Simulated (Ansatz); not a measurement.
# CoSi (P2_13) in Ansatz: reference runs

Aim: a first look at CoSi with PBE, on the cell as given and on a disturbed one.

Program: Ansatz 0.2.0. These are calculated values, not measurements. Logs are shortened: lines on timing, memory, paths and dates and some standing lists are left out, and cuts for length are marked.

**1. The structure**

The structure is cubic, space group P2_13 (No. 198). The conventional cell has a = 4.438 Å, b = 4.438 Å, c = 4.438 Å, α = 90.00°, β = 90.00°, γ = 90.00°. Co (site symmetry 3) has 7 Si at 2.28 to 2.47 Å as nearest neighbours. Si (site symmetry 3) has 7 Co at 2.28 to 2.47 Å as nearest neighbours.

**2. Single point, PBE, collinear spin, ferromagnetic start**

input.yaml reads:

```yaml
crystal:
  lattice:
    - [4.438, 0.0, 0.0]
    - [0.0, 4.438, 0.0]
    - [0.0, 0.0, 4.438]
  atoms:
    - { symbol: Co, position: [0.86, 0.64, 0.36], spin: 2.0 }
    - { symbol: Co, position: [0.64, 0.36, 0.86], spin: 2.0 }
    - { symbol: Co, position: [0.36, 0.86, 0.64], spin: 2.0 }
    - { symbol: Co, position: [0.14, 0.14, 0.14], spin: 2.0 }
    - { symbol: Si, position: [0.157, 0.343, 0.657] }
    - { symbol: Si, position: [0.343, 0.657, 0.157] }
    - { symbol: Si, position: [0.657, 0.157, 0.343] }
    - { symbol: Si, position: [0.843, 0.843, 0.843] }
kpoints:
  mp_grid: { grid: [6, 6, 6] }
scf:
  occupations: { method: fermi_dirac, width: 0.05 }
hamiltonian:
  xc: pbe
  pseudopotentials: { kind: all_electron, lapw: { basis_error: 0.001 } }
magnetization:
  spin_polarized: true
output:
  forces: true
  stress: true
  eigenvalues: true
  populations: true
```

Potentials or basis: all-electron LAPW, scalar-relativistic.

Command:

```console
ansatz run input.yaml --threads 4 --pin off --max-ram 14336MiB --backend cpu --events-out ev --progress --plain --runs-dir out
```

What it wrote:

```text
Warning: RAYON_NUM_THREADS=4 ignored (pool sized by the plan → 4); use --threads N
Co: projections on atomic orbitals take those of the free atom 1s2 2s2 2p6 3s2 3p6 3d7 4s2, of charge +0.00 (hamiltonian.pseudopotentials.projection_atoms)
Si: projections on atomic orbitals take those of the free atom 1s2 2s2 2p6 3s2 3p2, of charge +0.00 (hamiltonian.pseudopotentials.projection_atoms)
LAPW: plane waves up to 9.040 Å⁻¹, error target 1.0e-3 eV per atom; small_component_spin mean_spin; Si in spheres of 1.044 Å, 12 of its electrons in bands, Dirac shells []; Co in spheres of 1.239 Å, 17 of its electrons in bands, Dirac shells [] (how accurate: hamiltonian.pseudopotentials.lapw.basis_error, Limitations)
Engine: ansatz 0.2.0, x86_64-unknown-linux-gnu
Pseudopotentials: kind: all_electron
Pseudopotential: Co, LAPW, valence charge 17, lapw/all_electron/scalar/gaussian/Co, Koelling and Harmon's equation, gaussian nucleus
Pseudopotential: Si, LAPW, valence charge 12, lapw/all_electron/scalar/gaussian/Si, Koelling and Harmon's equation, gaussian nucleus
Functional definition: PBE
  parameter kappa = 0.804
  parameter beta = 0.06672455060314922
  exchange = pbe_x(kappa = kappa, mu = beta*pi^2/3)
  correlation = pbe_c(beta = beta)
Crystal: 8 atoms, lattice volume = 87.410 Å³
Basis set: ecut = 311.38757855419703 eV, 1045 PW (Γ), exchange–correlation at level 2
Bands: 75, of which v1, the nominal top of the filled ones, is band 58 counted from 1 (57 counted from 0)
Symmetry: 12 space group operations
Space group: P213 (ITA 198), of the structure as read, at distance tolerance 4.4e-5 Å
Magnetic group: BNS 198.9 (UNI 1511), of the structure as read, at distance tolerance 4.4e-5 Å
k-points: 24 of 216 (time reversal used)
Non-local potential: Co, projectors of the file, none
Non-local potential: Si, projectors of the file, none
Initial density: superposition of atomic densities (chi_scale 0.1, normalization cell)
Starting moments: Σ|m| = 8 μB on 4 of 8 sites
Initial wavefunctions: plane waves of lowest kinetic energy (no species holds an atomic orbital)
Functional: x = pbe(κ = 0.804, μ = 0.2195149727645171), c = pbe(β = 0.06672455060314922)
iter 1 solved again at ethr=2.85e-3 eV; its pass at ethr=1.00e-1 eV (dr2=3.31e0 eV) is discarded
SCF iter   1: F=—  HF=-183246.541361 eV  |F-HF|=—  |Δ(HF+E_count)|=         —  Δρ=7.87e-2 (↑5.46e-2 ↓7.87e-2)  dr2=3.30e0  dr2_m=3.23e0  M=0.512 μB ∫|m|=1.331 μB  β_m=0.30  ethr=2.85e-3  ⟨swp⟩=2.0  Hψ=23613  notcnv=0
Mixer restart at iter 1: flushing history
preconditioner: auto → Kerker (q_TF=auto, 2.860 Å⁻¹)  [metal: Δε(μ)=0.050 eV  Ē_g=9.175 eV  σ=0.050 eV  W_gap=0.23  n_scr=32 (ndim 8)  ℏωp=28.6 eV  f_vac=0.000  D(μ)=3.23/eV (n_scr^D=26)]
spin=Collinear: Kerker preconditioning applied to the charge; magnetization (m = ρ↑ − ρ↓) channel mixes plain (no charge-response kernel on spin).
SCF iter   2: F=—  HF=-183245.647272 eV  |F-HF|=—  |Δ(HF+E_count)|=   8.94e-1  Δρ=5.64e-2 (↑4.17e-2 ↓5.64e-2)  dr2=1.61e0  dr2_m=1.74e0  M=0.332 μB ∫|m|=1.006 μB  β_m=0.65  ethr=2.85e-3  ⟨swp⟩=2.0  Hψ=10417  notcnv=0
SCF iter   3: F=—  HF=-183246.628904 eV  |F-HF|=—  |Δ(HF+E_count)|=   9.82e-1  Δρ=2.11e-2 (↑1.83e-2 ↓2.11e-2)  dr2=2.10e0  dr2_m=1.59e-3  M=0.045 μB ∫|m|=0.201 μB  β_m=0.47  ethr=1.39e-3  ⟨swp⟩=2.7  Hψ=10767  notcnv=0
[... 13 lines left out ...]
SCF converged after 12 iterations
Magnetization: 0.0000 μB (58.0000 up, 58.0000 down)
Absolute magnetization: 0.0000 μB (∫|ρ↑−ρ↓|)
Spin contamination: 0.0000 ħ² per cell (⟨S²⟩ above its minimum at these occupations)
Per-site moments (μB) at R_I (Å): [(8.821237251765979e-7, 1.239168807391223), (8.821237251765979e-7, 1.239168807391223), (8.821237251765979e-7, 1.239168807391223), (8.821237251765979e-7, 1.239168807391223), (-1.6123181367788675e-7, 1.0438230793347778), (-1.6123181367788675e-7, 1.0438230793347778), (-1.6123181367788675e-7, 1.0438230793347778), (-1.6123181367788675e-7, 1.0438230793347778)]
Free energy (F): -183244.215162 eV
Harris-Foulkes:  -183244.215162 eV  (|F-HF|=1.16e-10)
Internal energy: -183244.200656 eV  (E = F + TS)
E sigma→0 (E₀):  -183244.207909 eV
Entropy (-TS):   -0.014507 eV (-1.813 meV/atom)
Fermi energy:    17.983055 eV
--- Per-component energies (eV) ---
  E_band       = -3516.775381
  E_kinetic    = 185585.637332
  E_xc         = -8784.195709
  E_electrostatic = -360045.642279  (all electrons and nuclei)
  E_smearing   = -0.014507  (= −TS)
  E_closure    = 0.000000  (closes the sum)
  E_atoms      = -183184.584582  (free atoms, spherical and without spin; not in F)
  Σ components = -183244.215162   (vs F -183244.215162, Δ=0.00e0)
  Basis errors (estimates in eV, not in F): energy 3.4e-4 per atom: plane waves 2.9e-4 (1.6e-4 summed), levels above the bands 9.4e-83, relativity 1.2e-8, radial functions 4.5e-5, core shells 9.4e-10; eigenvalues (radial functions only) 8.5e-7; not estimated: angular momenta, meshes, grids; target (lapw.basis_error) 1.0e-3; muffin-tin radii Si 1.044 Å, Co 1.239 Å
--- Forces (eV/Å), atoms counted from 1 ---
  atom   1  Co    -0.15318455     0.15318455    -0.15318455
  atom   2  Co     0.15318455    -0.15318455    -0.15318455
  atom   3  Co    -0.15318455    -0.15318455     0.15318455
  atom   4  Co     0.15318455     0.15318455     0.15318455
  atom   5  Si     0.02138760    -0.02138760     0.02138760
  atom   6  Si    -0.02138760     0.02138760     0.02138760
  atom   7  Si     0.02138760     0.02138760    -0.02138760
  atom   8  Si    -0.02138760    -0.02138760    -0.02138760
  max |Σ_I F_I| component: 1.18e-16 eV/Å
--- Stress (GPa, compression-positive) ---
       -0.246558       0.000000      -0.000000
        0.000000      -0.246558       0.000000
       -0.000000       0.000000      -0.246558
  P = ⅓ Tr σ = -0.2466 GPa (-2.466 kbar)
--- Band table (eV; the first three rows and the last of 48) ---
  k-point 0 ↑: bands = ["-116.5632", "-116.5625", "-116.5625", "-116.5625", "-76.8908", "-76.8794", "-76.8794", "-76.8794", "-72.6258", "-72.6258", "-72.6258", "-72.6237", "-72.6237", "-72.6229", "-72.6229", "-72.6229", "-72.5784", "-72.5784", "-72.5784", "-72.5764", "-40.2708", "-40.2708", "-40.2708", "-40.2292", "-40.2056", "-40.2056", "-40.2056", "-40.1687", "-40.1687", "-40.1533", "-40.1533", "-40.1533", "4.2595", "9.7481", "9.7481", "9.7481", "12.4451", "12.4451", "12.4451", "14.1725", "14.1725", "14.1725", "14.7251", "14.8350", "14.8350", "15.1603", "15.1603", "15.1603", "15.5934", "15.5934", "15.5934", "17.0351", "17.0351", "17.0351", "17.1686", "17.1686", "17.9344", "17.9344", "17.9344", "20.4052", "20.4052", "20.4052", "20.8652", "20.8652", "21.4707", "21.4707", "21.4707", "22.8625", "23.9824", "23.9824", "23.9824", "26.1714", "26.1714", "26.1714", "27.4300"]
  k-point 1 ↑: bands = ["-116.5632", "-116.5626", "-116.5625", "-116.5625", "-76.8902", "-76.8813", "-76.8792", "-76.8783", "-72.6262", "-72.6260", "-72.6252", "-72.6237", "-72.6236", "-72.6231", "-72.6231", "-72.6228", "-72.5785", "-72.5784", "-72.5781", "-72.5766", "-40.2756", "-40.2718", "-40.2635", "-40.2313", "-40.2131", "-40.2080", "-40.1954", "-40.1681", "-40.1662", "-40.1554", "-40.1553", "-40.1525", "4.4656", "8.6405", "9.8777", "10.4797", "11.9093", "12.5662", "13.1804", "13.4495", "13.7707", "14.5495", "14.8722", "14.8757", "15.0760", "15.1101", "15.1872", "15.1987", "15.4975", "15.5634", "15.8674", "16.8223", "16.8985", "17.1188", "17.1699", "17.2499", "17.6952", "17.8581", "18.3706", "19.7746", "19.9044", "20.1873", "20.3486", "21.2368", "21.7485", "21.7993", "22.1381", "23.1657", "23.5007", "24.7129", "24.9291", "25.2681", "25.2790", "26.1685", "26.8983"]
  k-point 2 ↑: bands = ["-116.5631", "-116.5628", "-116.5625", "-116.5624", "-76.8886", "-76.8837", "-76.8787", "-76.8779", "-72.6264", "-72.6262", "-72.6245", "-72.6236", "-72.6234", "-72.6233", "-72.6233", "-72.6228", "-72.5785", "-72.5784", "-72.5777", "-72.5768", "-40.2774", "-40.2742", "-40.2546", "-40.2371", "-40.2166", "-40.2127", "-40.1839", "-40.1675", "-40.1610", "-40.1600", "-40.1580", "-40.1534", "5.0728", "7.2935", "10.2472", "10.9852", "11.7524", "12.7006", "12.7951", "13.1848", "14.0177", "14.1883", "14.8380", "14.9908", "15.1392", "15.1902", "15.2603", "15.3058", "15.4658", "15.7930", "15.9700", "16.4720", "16.8516", "17.0044", "17.1965", "17.2841", "17.5471", "17.6562", "18.8038", "19.3183", "19.4455", "19.6296", "20.8013", "21.7130", "22.1027", "22.2019", "22.7072", "23.5032", "23.6133", "23.9005", "24.1739", "25.0699", "26.3333", "27.1542", "27.4665"]
  k-point 23 ↓: bands = ["-116.5627", "-116.5627", "-116.5627", "-116.5627", "-76.8823", "-76.8823", "-76.8823", "-76.8823", "-72.6256", "-72.6256", "-72.6256", "-72.6256", "-72.6228", "-72.6228", "-72.6228", "-72.6228", "-72.5778", "-72.5778", "-72.5778", "-72.5778", "-40.2642", "-40.2642", "-40.2642", "-40.2642", "-40.1976", "-40.1976", "-40.1976", "-40.1976", "-40.1526", "-40.1526", "-40.1526", "-40.1526", "8.4847", "8.4847", "8.4847", "8.4847", "10.9821", "10.9821", "10.9821", "10.9821", "14.9157", "14.9157", "14.9157", "14.9157", "15.0778", "15.0778", "15.0778", "15.0778", "16.5952", "16.5952", "16.5952", "16.5952", "16.7210", "16.7210", "16.7210", "16.7210", "17.7331", "17.7331", "17.7331", "17.7331", "23.2523", "23.2523", "23.2523", "23.2523", "23.6259", "23.6259", "23.6259", "23.6259", "25.6686", "25.6686", "25.6686", "25.6686", "27.2789", "27.2789", "27.2789"]
--- Löwdin populations: 8 sites ---
  site symbol       q [e]    m [muB]
     0     Co     26.5740     0.0000
     1     Co     26.5740     0.0000
     2     Co     26.5740     0.0000
     3     Co     26.5740     0.0000
     4     Si     14.1619    -0.0000
     5     Si     14.1619    -0.0000
     6     Si     14.1619    -0.0000
     7     Si     14.1619    -0.0000
  spilling = 0.006443 (of n_electrons = 164.000000)
```

It took 2.1 min on 4 threads of Intel Xeon at 2.50GHz (Skylake/Cascade Lake), shared host; peak memory 1.3 GiB.

What came out:

| Item | Value |
| --- | --- |
| Free energy | -183244.2152 eV |
| Pressure | -0.2 GPa |
| Largest force | 0.265 eV/Å |
| Band gap on the k mesh | none (metal or under the smearing width) |
| Net moment | 0.00 μB per cell |
| Absolute moment | 0.00 μB per cell |

Forces in eV/Å, atoms in the order of the input:
```
Co  -0.153  0.153 -0.153
Co   0.153 -0.153 -0.153
Co  -0.153 -0.153  0.153
Co   0.153  0.153  0.153
Si   0.021 -0.021  0.021
Si  -0.021  0.021  0.021
Si   0.021  0.021 -0.021
Si  -0.021 -0.021 -0.021
```

Caveat: the starting moments collapsed, and a magnetic state may lie lower; the starting moments weren't kept.

**3. Single point, PBE, collinear spin, ferromagnetic start (atoms moved at random, drawn with an rms of 0.05 Å)**

input.yaml reads:

```yaml
crystal:
  lattice:
    - [4.438, 0.0, 0.0]
    - [0.0, 4.438, 0.0]
    - [0.0, 0.0, 4.438]
  atoms:
    - { symbol: Co, position: [0.859259, 0.649793, 0.372913], spin: 2.0 }
    - { symbol: Co, position: [0.629182, 0.364101, 0.866296], spin: 2.0 }
    - { symbol: Co, position: [0.358158, 0.855924, 0.636336], spin: 2.0 }
    - { symbol: Co, position: [0.139602, 0.136953, 0.147878], spin: 2.0 }
    - { symbol: Si, position: [0.162286, 0.336115, 0.66315] }
    - { symbol: Si, position: [0.340917, 0.650033, 0.154665] }
    - { symbol: Si, position: [0.656078, 0.17176, 0.345053] }
    - { symbol: Si, position: [0.845516, 0.83864, 0.831551] }
kpoints:
  mp_grid: { grid: [6, 6, 6] }
scf:
  occupations: { method: fermi_dirac, width: 0.05 }
hamiltonian:
  xc: pbe
  pseudopotentials: { kind: all_electron, lapw: { basis_error: 0.001 } }
magnetization:
  spin_polarized: true
output:
  forces: true
  stress: true
  eigenvalues: true
  populations: true
```

Potentials or basis: all-electron LAPW, scalar-relativistic.

Command:

```console
ansatz run input.yaml --threads 4 --pin off --max-ram 14336MiB --backend cpu --events-out ev --progress --plain --runs-dir out
```

What it wrote:

```text
Warning: RAYON_NUM_THREADS=4 ignored (pool sized by the plan → 4); use --threads N
Co: projections on atomic orbitals take those of the free atom 1s2 2s2 2p6 3s2 3p6 3d7 4s2, of charge +0.00 (hamiltonian.pseudopotentials.projection_atoms)
Si: projections on atomic orbitals take those of the free atom 1s2 2s2 2p6 3s2 3p2, of charge +0.00 (hamiltonian.pseudopotentials.projection_atoms)
LAPW: plane waves up to 9.458 Å⁻¹, error target 1.0e-3 eV per atom; small_component_spin mean_spin; Si in spheres of 1.010 Å, 12 of its electrons in bands, Dirac shells []; Co in spheres of 1.192 Å, 17 of its electrons in bands, Dirac shells [] (how accurate: hamiltonian.pseudopotentials.lapw.basis_error, Limitations)
[... 4 set-up lines as earlier in the session ...]
[... 81 lines left out ...]
  k-point 111 ↓: bands = ["-116.5898", "-116.5578", "-116.5361", "-116.5260", "-76.9303", "-76.8850", "-76.8682", "-76.8675", "-72.6542", "-72.6470", "-72.6201", "-72.6160", "-72.6057", "-72.6054", "-72.5907", "-72.5891", "-72.5875", "-72.5750", "-72.5503", "-72.5360", "-40.3143", "-40.2705", "-40.2616", "-40.2352", "-40.2321", "-40.2159", "-40.2032", "-40.1915", "-40.1720", "-40.1611", "-40.1470", "-40.1311", "8.3383", "8.4089", "8.4925", "8.7497", "10.9140", "10.9227", "10.9859", "11.0630", "14.7885", "14.8919", "14.9276", "14.9492", "14.9571", "15.0471", "15.0994", "15.1606", "16.4569", "16.5248", "16.5858", "16.6088", "16.6670", "16.7157", "16.7763", "16.8154", "17.6550", "17.7003", "17.7760", "17.8193", "23.0835", "23.1272", "23.2224", "23.4773", "23.5111", "23.5646", "23.6822", "23.7246", "25.5706", "25.6912", "25.7868", "25.8429", "27.2008", "27.2284", "27.2829"]
--- Löwdin populations: 8 sites ---
  site symbol       q [e]    m [muB]
     0     Co     26.5789     0.0000
     1     Co     26.5810    -0.0000
     2     Co     26.5720     0.0000
     3     Co     26.5702     0.0000
     4     Si     14.1529    -0.0000
     5     Si     14.1632    -0.0000
     6     Si     14.1637    -0.0000
     7     Si     14.1637    -0.0000
  spilling = 0.006429 (of n_electrons = 164.000000)
```

populations.tsv:

```text
# site	symbol	l	j	q_up	q_dn
# orbitals = lowdin
# n_electrons = 164.000000
# spilling = 0.006429
# projection_atom_Co: 1s2 2s2 2p6 3s2 3p6 3d7 4s2
# projection_atom_Si: 1s2 2s2 2p6 3s2 3p2
0	Co	0_1S	-	0.999986	0.999986
0	Co	0_2S	-	0.999247	0.999247
0	Co	0_3S	-	0.982327	0.982327
0	Co	0_4S	-	0.264780	0.264781
0	Co	1_2P	-	2.999994	2.999994
0	Co	1_3P	-	2.997451	2.997451
0	Co	2_3D	-	4.045674	4.045673
1	Co	0_1S	-	0.999985	0.999985
1	Co	0_2S	-	0.999222	0.999222
1	Co	0_3S	-	0.981765	0.981765
1	Co	0_4S	-	0.262745	0.262745
1	Co	1_2P	-	2.999993	2.999993
1	Co	1_3P	-	2.997332	2.997332
1	Co	2_3D	-	4.049446	4.049446
2	Co	0_1S	-	0.999986	0.999986
2	Co	0_2S	-	0.999260	0.999260
2	Co	0_3S	-	0.982600	0.982600
2	Co	0_4S	-	0.263289	0.263289
2	Co	1_2P	-	2.999994	2.999994
2	Co	1_3P	-	2.997629	2.997629
2	Co	2_3D	-	4.043261	4.043261
3	Co	0_1S	-	0.999986	0.999986
3	Co	0_2S	-	0.999268	0.999268
3	Co	0_3S	-	0.982765	0.982765
3	Co	0_4S	-	0.263109	0.263109
3	Co	1_2P	-	2.999994	2.999994
3	Co	1_3P	-	2.997638	2.997638
3	Co	2_3D	-	4.042341	4.042340
4	Si	0_1S	-	0.999939	0.999939
4	Si	0_2S	-	0.994906	0.994906
4	Si	0_3S	-	0.631422	0.631422
4	Si	1_2P	-	2.998483	2.998483
4	Si	1_3P	-	1.451691	1.451691
5	Si	0_1S	-	0.999939	0.999939
5	Si	0_2S	-	0.994941	0.994941
5	Si	0_3S	-	0.634615	0.634615
5	Si	1_2P	-	2.998497	2.998497
5	Si	1_3P	-	1.453597	1.453597
6	Si	0_1S	-	0.999940	0.999940
6	Si	0_2S	-	0.995008	0.995008
6	Si	0_3S	-	0.636707	0.636707
6	Si	1_2P	-	2.998515	2.998515
6	Si	1_3P	-	1.451697	1.451698
7	Si	0_1S	-	0.999939	0.999939
7	Si	0_2S	-	0.994959	0.994959
7	Si	0_3S	-	0.637637	0.637637
7	Si	1_2P	-	2.998514	2.998514
7	Si	1_3P	-	1.450799	1.450799
```

Run time: 11 min. Hardware: 4 threads of Intel Xeon at 2.50GHz (Skylake/Cascade Lake), shared host; peak memory 3.2 GiB.

What came out:

| Item | Value |
| --- | --- |
| Free energy | -183244.0638 eV |
| Pressure | 1.0 GPa |
| Largest force | 1.125 eV/Å |
| Band gap on the k mesh | none (metal or under the smearing width) |
| Net moment | 0.00 μB per cell |
| Absolute moment | 0.00 μB per cell |

Forces on the atoms (eV/Å):
```
Co   0.012 -0.527 -0.984
Co   0.952 -0.424 -0.419
Co   0.031  0.036  0.282
Co  -0.094  0.142 -0.160
Si  -0.515  0.206 -0.298
Si  -0.269  0.622  0.435
Si  -0.045 -0.586  0.156
Si  -0.072  0.532  0.989
```

Caveat: the starting moments collapsed, and a magnetic state may lie lower; the starting moments weren't kept.
